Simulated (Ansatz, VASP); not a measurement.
**One calculation of Tl, two programs**

The input INCAR:

```
PREC = Accurate
ENCUT = 600
EDIFF = 1E-6
ISMEAR = -1
SIGMA = 0.05
LREAL = False
LASPH = True
NELM = 100
ALGO = Normal
ISIF = 3
LWAVE = False
LCHARG = False
IBRION = 2
NSW = 60
EDIFFG = -0.005
```

The input KPOINTS:

```
regular mesh
0
Gamma
  15 15 15
```

POSCAR

```
Tl
1.0
   -1.8961139409      1.8961139409      1.8961139409
    1.8961139409     -1.8961139409      1.8961139409
    1.8961139409      1.8961139409     -1.8961139409
Tl
1
Direct
    0.0000000000      0.0000000000      0.0000000000
```

Input for Ansatz:

```yaml
crystal:
  lattice:
    - [-1.8961139409, 1.8961139409, 1.8961139409]
    - [1.8961139409, -1.8961139409, 1.8961139409]
    - [1.8961139409, 1.8961139409, -1.8961139409]
  atoms:
    - { symbol: Tl, position: [0.0, 0.0, 0.0] }
kpoints:
  mp_grid: { grid: [15, 15, 15] }
scf:
  occupations: { method: fermi_dirac, width: 0.05 }
hamiltonian:
  xc: lda
  pseudopotentials: { kind: paw }
output:
  forces: true
  stress: true
relax:
  f_tol: 0.005
  max_steps: 40
  cell: {}
```

Alike in both runs: task relaxation of cell and atoms; functional LDA; k mesh 15 × 15 × 15; occupations fermi-dirac, width 0.05 eV; no spin polarisation.

|  | VASP | Ansatz |
| --- | --- | --- |
| version | VASP 6.6.1 | Ansatz 0.2.0 |
| potentials or method | VASP PAW LDA potentials, release 64 (Tl_d) | PAW with Ansatz's default frozen-core files, scalar-relativistic |
| plane-wave cutoff (eV) | 600 | 420 |
| valence electrons in the cell | 13 | 13 |

|  | VASP | Ansatz | Ansatz less VASP |
| --- | --- | --- | --- |
| relaxed volume (Å³/atom) | 27.36 | 27.27 | -0.092 |
| relaxed cell length with the largest relative difference (Å) | 3.288 | 3.284 | -0.0037 |

The runs have no spin-orbit coupling, so splittings on Tl are missing.
